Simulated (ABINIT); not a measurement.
# A GW chain in ABINIT: SiC (F-43m), part 3 of 3

Aim: the G0W0 gap of SiC (F-43m) on PBE, step by step.

ABINIT 10.8.3; PBE and many-body steps on it, plane waves. Known limits of the many-body steps: not at the basis limit.

So far. Step 4 (Empty states on the mesh, 8×8×8 mesh, 125 bands): On this mesh the gap is 1.361 eV. Step 5 (Screening, 8×8×8 mesh, 117 bands, screening to 244.9 eV): Local fields lower ε∞ by 9 %.

**6. Self-energy, 8×8×8 mesh, 117 bands, screening to 244.9 eV**

The self-energy is evaluated for the states that the input lists, and the levels follow from it, in one-shot runs by the linearised quasiparticle equation.

This step: G0W0 on PBE, plane waves, norm-conserving pseudopotentials.

File run.abi:

```
acell 3*1.0 Angstrom
rprim 
  -0.000000000000 2.179000000000 2.179000000000
  2.179000000000 -0.000000000000 2.179000000000
  2.179000000000 2.179000000000 -0.000000000000
ntypat 2
znucl 14 6
natom 2
typat 1 2
xred 
  0.000000000000 0.000000000000 0.000000000000
  0.250000000000 0.250000000000 0.250000000000
pp_dirpath "pseudos"
pseudos "Si.upf, C.upf"
ecut 37
ngkpt 8 8 8
nshiftk 1
shiftk 0 0 0
kptopt 1
chksymbreak 0
istwfk *1
occopt 1
irdwfk 1
optdriver 4
nband 117
gwcalctyp 0
ecutsigx 37
symsigma 1
nkptgw 29
kptgw 
  0.0000000000 0.0000000000 0.0000000000
  0.1250000000 0.0000000000 0.0000000000
  0.2500000000 0.0000000000 0.0000000000
  0.3750000000 0.0000000000 0.0000000000
  0.5000000000 0.0000000000 0.0000000000
  0.1250000000 0.1250000000 0.0000000000
  0.2500000000 0.1250000000 0.0000000000
  0.3750000000 0.1250000000 0.0000000000
  0.5000000000 0.1250000000 0.0000000000
  -0.3750000000 0.1250000000 0.0000000000
  -0.2500000000 0.1250000000 0.0000000000
  -0.1250000000 0.1250000000 0.0000000000
  0.2500000000 0.2500000000 0.0000000000
  0.3750000000 0.2500000000 0.0000000000
  0.5000000000 0.2500000000 0.0000000000
  -0.3750000000 0.2500000000 0.0000000000
  -0.2500000000 0.2500000000 0.0000000000
  0.3750000000 0.3750000000 0.0000000000
  0.5000000000 0.3750000000 0.0000000000
  -0.3750000000 0.3750000000 0.0000000000
  0.5000000000 0.5000000000 0.0000000000
  0.3750000000 0.2500000000 0.1250000000
  0.5000000000 0.2500000000 0.1250000000
  -0.3750000000 0.2500000000 0.1250000000
  0.5000000000 0.3750000000 0.1250000000
  -0.3750000000 0.3750000000 0.1250000000
  -0.2500000000 0.3750000000 0.1250000000
  -0.3750000000 0.5000000000 0.1250000000
  -0.2500000000 0.5000000000 0.2500000000
bdgw 
  1 8
  1 8
  1 8
  1 8
  1 8
  1 8
  1 8
  1 8
  1 8
  1 8
  1 8
  1 8
  1 8
  1 8
  1 8
  1 8
  1 8
  1 8
  1 8
  1 8
  1 8
  1 8
  1 8
  1 8
  1 8
  1 8
  1 8
  1 8
  1 8
ecuteps 9
irdscr 1
ppmodel 1
indata_prefix "in"
outdata_prefix "out"
tmpdata_prefix "tmp"
```

The run is started by

```sh
> OMP_NUM_THREADS=1 mpirun -n 8 abinit run.abi > log
```

Numbers of over 12 decimals in the logs are rounded to 6 here.

What it wrote:

```text
.Version 10.8.3 of ABINIT. v10.8.2 released Aug 2026.

 Symmetries : space group F-4 3 m (#216); Bravais cF (face-center cubic)
[... echo of the input left out ...]
== DATASET  1 ==================================================================
-   mpi_nproc: 8, omp_nthreads: 1 (-1 if OMP is not activated)

--- !DatasetInfo
iteration_state: {dtset: 1, }
dimensions: {natom: 2, nkpt: 29, mband: 117, nsppol: 1, nspinor: 1, nspden: 1, mpw: 1524, }
cutoff_energies: {ecut:  37.0, pawecutdg:  -1.0, }
electrons: {nelect:   8.00000000E+00, charge:   0.00000000E+00, occopt:   1.00000000E+00, tsmear:   1.00000000E-02, }

 SIGMA: Calculation of the GW corrections

 Based on a program developped by R.W. Godby, V. Olevano, G. Onida, and L. Reining.
 Incorporated in ABINIT by V. Olevano, G.-M. Rignanese, and M. Torrent.
.Using double precision arithmetic ; gwpc =  8

[... cell and pseudopotentials left out ...]
--------------------------------------------------------------------------------

 ==== K-mesh for the wavefunctions ====
 Number of points in the irreducible wedge :    29
[... list of points left out ...]
 Together with 24 symmetry operations and time-reversal symmetry
 yields   512 points in the full Brillouin Zone.

 ==== Q-mesh for screening function ====
 Number of points in the irreducible wedge :    29
[... list of points left out ...]
 Together with 24 symmetry operations and time-reversal symmetry
 yields   512 points in the full Brillouin Zone.

 vcoul_init : cutoff-mode = AUXILIARY_FUNCTION
 q-points for optical limit:   1
     1)      0.000010    0.000020    0.000030
 setmesh: FFT mesh size selected  =    32x   32x   32
          total number of points  =        32768

 Number of electrons calculated from density =    8.0000; Expected =    8.0000
 average of density, n =  0.057292
 r_s =    1.6092
 omega_plasma =   23.0888 [eV]

 === KS Band Gaps ===
  >>>> For spin  1
   Minimum direct gap =   4.5530 [eV], located at k-point      :   0.5000  0.5000  0.0000
   Fundamental gap    =   1.3613 [eV], Top of valence bands at :   0.0000  0.0000  0.0000
                                       Bottom of conduction at :   0.5000  0.5000  0.0000
 SIGMA fundamental parameters:
 PLASMON POLE MODEL  1
 number of plane-waves for SigmaX                 1459
 number of plane-waves for SigmaC and W            169
 number of plane-waves for wavefunctions          1459
 number of bands                                   117
 number of independent spin polarizations            1
 number of spinorial components                      1
 number of k-points in IBZ                          29
 number of q-points in IBZ                          29
 number of symmetry operations                      24
 number of k-points in BZ                          512
 number of q-points in BZ                          512
 number of frequencies for dSigma/dE                 9
 frequency step for dSigma/dE [eV]                0.25
 number of omega for Sigma on real axis              0
 max omega for Sigma on real axis  [eV]           0.00
 zcut for avoiding poles [eV]                     0.10

 EPSILON^-1 parameters (SCR file):
 dimension of the eps^-1 matrix on file            169
 dimension of the eps^-1 matrix used               169
 number of plane-waves for wavefunctions          1459
 number of bands                                   117
 number of q-points in IBZ                          29
 number of frequencies                               2
 number of real frequencies                          1
 number of imag frequencies                          1

 matrix elements of self-energy operator (all in [eV])

 Perturbative Calculation

--- !SelfEnergy_ee
iteration_state: {dtset: 1, }
kpoint     : [   0.000,    0.000,    0.000, ]
spin       : 1
KS_gap     :    6.223
QP_gap     :    7.139
Delta_QP_KS:    0.916
data: !SigmaeeData |
     Band     E0 <VxcDFT>   SigX SigC(E0)      Z dSigC/dE  Sig(E)    E-E0       E
        1  -8.575 -12.794 -21.857   7.923   0.641  -0.561 -13.525  -0.731  -9.305
        2   6.835 -14.927 -17.547   1.841   0.792  -0.262 -15.544  -0.617   6.218
        3   6.835 -14.927 -17.547   1.841   0.792  -0.262 -15.544  -0.617   6.218
        4   6.835 -14.927 -17.547   1.841   0.792  -0.262 -15.544  -0.617   6.218
        5  13.058 -13.214  -7.586  -5.250   0.790  -0.266 -12.915   0.299  13.357
        6  14.146 -11.329  -5.851  -5.118   0.806  -0.241 -11.039   0.290  14.436
        7  14.146 -11.329  -5.851  -5.118   0.806  -0.241 -11.039   0.290  14.436
        8  14.146 -11.329  -5.851  -5.118   0.806  -0.241 -11.039   0.290  14.436

--- !SelfEnergy_ee
iteration_state: {dtset: 1, }
kpoint     : [   0.125,    0.000,    0.000, ]
spin       : 1
KS_gap     :    6.670
QP_gap     :    7.598
Delta_QP_KS:    0.928
data: !SigmaeeData |
     Band     E0 <VxcDFT>   SigX SigC(E0)      Z dSigC/dE  Sig(E)    E-E0       E
        1  -8.270 -12.836 -21.798   7.795   0.656  -0.525 -13.601  -0.765  -9.035
        2   5.349 -14.248 -17.407   2.188   0.787  -0.270 -15.012  -0.764   4.585
[...]
--- !SelfEnergy_ee
iteration_state: {dtset: 1, }
kpoint     : [   0.250,    0.000,    0.000, ]
spin       : 1
KS_gap     :    6.594
QP_gap     :    7.570
Delta_QP_KS:    0.976
data: !SigmaeeData |
     Band     E0 <VxcDFT>   SigX SigC(E0)      Z dSigC/dE  Sig(E)    E-E0       E
[...]
--- !SelfEnergy_ee
iteration_state: {dtset: 1, }
kpoint     : [   0.375,    0.000,    0.000, ]
spin       : 1
KS_gap     :    6.508
QP_gap     :    7.530
Delta_QP_KS:    1.022
data: !SigmaeeData |
     Band     E0 <VxcDFT>   SigX SigC(E0)      Z dSigC/dE  Sig(E)    E-E0       E
[...]
--- !SelfEnergy_ee
iteration_state: {dtset: 1, }
kpoint     : [   0.500,    0.000,    0.000, ]
spin       : 1
KS_gap     :    6.485
QP_gap     :    7.524
Delta_QP_KS:    1.038
data: !SigmaeeData |
     Band     E0 <VxcDFT>   SigX SigC(E0)      Z dSigC/dE  Sig(E)    E-E0       E
[...]
--- !SelfEnergy_ee
iteration_state: {dtset: 1, }
kpoint     : [   0.125,    0.125,    0.000, ]
spin       : 1
KS_gap     :    6.884
QP_gap     :    7.804
Delta_QP_KS:    0.920
data: !SigmaeeData |
     Band     E0 <VxcDFT>   SigX SigC(E0)      Z dSigC/dE  Sig(E)    E-E0       E
[...]
--- !SelfEnergy_ee
iteration_state: {dtset: 1, }
kpoint     : [   0.250,    0.125,    0.000, ]
spin       : 1
KS_gap     :    6.700
QP_gap     :    7.680
Delta_QP_KS:    0.979
data: !SigmaeeData |
     Band     E0 <VxcDFT>   SigX SigC(E0)      Z dSigC/dE  Sig(E)    E-E0       E
[...]
--- !SelfEnergy_ee
iteration_state: {dtset: 1, }
kpoint     : [   0.375,    0.125,    0.000, ]
spin       : 1
KS_gap     :    6.936
QP_gap     :    8.018
Delta_QP_KS:    1.082
data: !SigmaeeData |
     Band     E0 <VxcDFT>   SigX SigC(E0)      Z dSigC/dE  Sig(E)    E-E0       E
[...]
--- !SelfEnergy_ee
iteration_state: {dtset: 1, }
kpoint     : [   0.500,    0.125,    0.000, ]
spin       : 1
KS_gap     :    6.854
QP_gap     :    7.955
Delta_QP_KS:    1.101
data: !SigmaeeData |
     Band     E0 <VxcDFT>   SigX SigC(E0)      Z dSigC/dE  Sig(E)    E-E0       E
[...]
--- !SelfEnergy_ee
[...]
kpoint     : [  -0.375,    0.125,    0.000, ]
spin       : 1
KS_gap     :    6.939
QP_gap     :    8.039
Delta_QP_KS:    1.099
data: !SigmaeeData |
     Band     E0 <VxcDFT>   SigX SigC(E0)      Z dSigC/dE  Sig(E)    E-E0       E
[...]
--- !SelfEnergy_ee
iteration_state: {dtset: 1, }
kpoint     : [   0.500,    0.375,    0.125, ]
spin       : 1
KS_gap     :    6.773
QP_gap     :    7.924
Delta_QP_KS:    1.151
data: !SigmaeeData |
     Band     E0 <VxcDFT>   SigX SigC(E0)      Z dSigC/dE  Sig(E)    E-E0       E
[...]
--- !SelfEnergy_ee
iteration_state: {dtset: 1, }
kpoint     : [  -0.375,    0.375,    0.125, ]
spin       : 1
KS_gap     :    7.740
QP_gap     :    8.977
Delta_QP_KS:    1.237
data: !SigmaeeData |
     Band     E0 <VxcDFT>   SigX SigC(E0)      Z dSigC/dE  Sig(E)    E-E0       E
[...]
--- !SelfEnergy_ee
iteration_state: {dtset: 1, }
kpoint     : [  -0.250,    0.375,    0.125, ]
spin       : 1
KS_gap     :    7.869
QP_gap     :    9.120
Delta_QP_KS:    1.251
data: !SigmaeeData |
     Band     E0 <VxcDFT>   SigX SigC(E0)      Z dSigC/dE  Sig(E)    E-E0       E
[...]
--- !SelfEnergy_ee
iteration_state: {dtset: 1, }
kpoint     : [  -0.375,    0.500,    0.125, ]
spin       : 1
KS_gap     :    7.110
QP_gap     :    8.294
Delta_QP_KS:    1.185
data: !SigmaeeData |
     Band     E0 <VxcDFT>   SigX SigC(E0)      Z dSigC/dE  Sig(E)    E-E0       E
[...]
--- !SelfEnergy_ee
iteration_state: {dtset: 1, }
kpoint     : [  -0.250,    0.500,    0.250, ]
spin       : 1
KS_gap     :    9.905
QP_gap     :   11.324
Delta_QP_KS:    1.418
data: !SigmaeeData |
     Band     E0 <VxcDFT>   SigX SigC(E0)      Z dSigC/dE  Sig(E)    E-E0       E
[...]
4   2.144 -12.304 -16.398   2.838   0.780  -0.282 -13.283  -0.980   1.164
        5  12.049 -12.290  -7.107  -4.637   0.803  -0.246 -11.851   0.439  12.488
        6  16.274 -11.418  -4.993  -6.032   0.788  -0.269 -11.108   0.310  16.584
        7  16.289 -13.418  -6.674  -5.857   0.784  -0.275 -12.722   0.696  16.985
        8  16.630 -11.006  -5.219  -5.336   0.806  -0.241 -10.643   0.364  16.993

 New Fermi energy :        2.672094E-01 Ha ,    7.271138E+00 eV
 New Exchange energy :    -2.731194E+00 Ha ,   -7.431957E+01 eV

 === QP Band Gaps ===
  >>>> For spin  1
   Minimum direct gap =   5.5961 [eV], located at k-point      :   0.5000  0.5000  0.0000
   Fundamental gap    =   2.1057 [eV], Top of valence bands at :   0.0000  0.0000  0.0000
                                       Bottom of conduction at :   0.5000  0.5000  0.0000

== END DATASET(S) ==============================================================
================================================================================

 -outvars: echo values of variables after computation  --------
           etotal      0.0000000000E+00
            nband         117
             nkpt          29
          spgroup         216
 [... the other variables as echoed above ...]

 Calculation completed.
```

Wall time 15 min (8 MPI ranks of Arm Neoverse V2, shared host); peak memory 2.4 GiB; 2 h of CPU time.

Numbers from this step:

```
G0W0 gap on the mesh                         : 2.106 eV
starting gap on the mesh                     : 1.361 eV
k of the valence top                         : 0, 0, 0
k of the conduction bottom                   : 0.5, 0.5, 0
Z at the valence top                         : 0.792
Z at the conduction bottom                   : 0.82
least direct G0W0 gap on the computed points : 5.596 eV
```

The gap on the mesh goes from 1.36 eV to 2.11 eV, a correction of +0.74 eV.

Limits: finite bands, cutoff and mesh. v1 is the top filled band, c1 the lowest empty one. The levels before and after the correction (eV, zero at the valence-band top of each column):

|  | conduction bottom | valence top |
| --- | --- | --- |
| Kohn-Sham | 1.36 | 0.00 |
| G0W0 | 2.11 | 0.00 |

|  | level | energy (eV) |
| --- | --- | --- |
| Kohn-Sham | Γ v3-v1 | 0.000 |
| Kohn-Sham | Γ c1 | 6.223 |
| Kohn-Sham | Γ c2-c3 | 7.311 |
| Kohn-Sham | (0.5 0.5 0) v3 | -7.802 |
| Kohn-Sham | (0.5 0.5 0) v2-v1 | -3.192 |
| Kohn-Sham | (0.5 0.5 0) c1 | 1.361 |
| Kohn-Sham | (0.5 0.5 0) c2 | 4.333 |
| Kohn-Sham | (0.5 0.5 0) c3 | 14.001 |
| G0W0 | Γ v3-v1 | 0.000 |
| G0W0 | Γ c1 | 7.139 |
| G0W0 | Γ c2-c3 | 8.218 |
| G0W0 | (0.5 0.5 0) v3 | -8.231 |
| G0W0 | (0.5 0.5 0) v2-v1 | -3.490 |
| G0W0 | (0.5 0.5 0) c1 | 2.106 |
| G0W0 | (0.5 0.5 0) c2 | 5.248 |
| G0W0 | (0.5 0.5 0) c3 | 15.099 |

**7. Where the time went**

Times are wall times on 8 MPI ranks of Arm Neoverse V2, shared host, good to a factor of about two.

| step | time | share | memory (GiB) |
| --- | --- | --- | --- |
| ground state | 2.5 s | 0 % | 0.07 |
| bands along the symmetry lines | 2.5 s | 0 % | 0.07 |
| empty states on the mesh | 12 s | 1 % | 1.5 |
| screening | 93 s | 9 % | 1.9 |
| self-energy | 15 min | 89 % | 2.4 |

**8. Outcome**

| Item | Value |
| --- | --- |
| PBE gap | 1.36 eV, indirect |
| G0W0 gap on the mesh | 2.11 eV |
| GW settings | 8×8×8 mesh, 117 bands, screening to 244.9 eV, Godby-Needs plasmon pole |
| known limits | not at the basis limit |

G0W0 moves the gap on the mesh from 1.36 eV to 2.11 eV (+0.74 eV), with Z of 0.79 and 0.82 at the edges. Local fields lower the RPA ε∞ on this mesh from 7.31 to 6.67. The dearest step here is «self-energy». Against experiment, by G0W0@PBE: the gap of 2.11 eV lies −0.29 eV from the measured 2.4 eV (indirect, 2018); the gap of 2.11 eV lies −0.28 eV from the measured 2.39 eV (kind not stated, quoted 2020). The calculation has static nuclei and no excitons; a measured gap holds zero-point and thermal motion, which mostly lowers it. Bands and cutoff are finite, so the gap is not at the basis limit. The miss can reach some tenths of an eV and take either sign; the mesh is an error of its own.

[Paths, hosts, dates, memory and timing lines, banners, echoed tables and standing remarks are left out of the program output.]

[Logs are printed without paths, hosts, clocks, repeated set-up lines and the standing remarks that a program may print on its own settings, such as how far it seeks lower states.]

[Runs of the session that timed out or met a known fault of the program may be left out.]

[Hosts, paths, dates, database ids (printed as entryN), source tags and the programs' standing remarks are cut or masked in the printed files.]

[G0W0 gaps are taken among the corrected bands and points alone; a level outside them can change the order at an edge.]

[Where Ansatz stands beside ABINIT at settings called matched, ABINIT's density can come from a denser mesh and the files from another edition; pairs whose starting gaps differed by over 0.03 eV were left out, so agreement reads better than it is.]
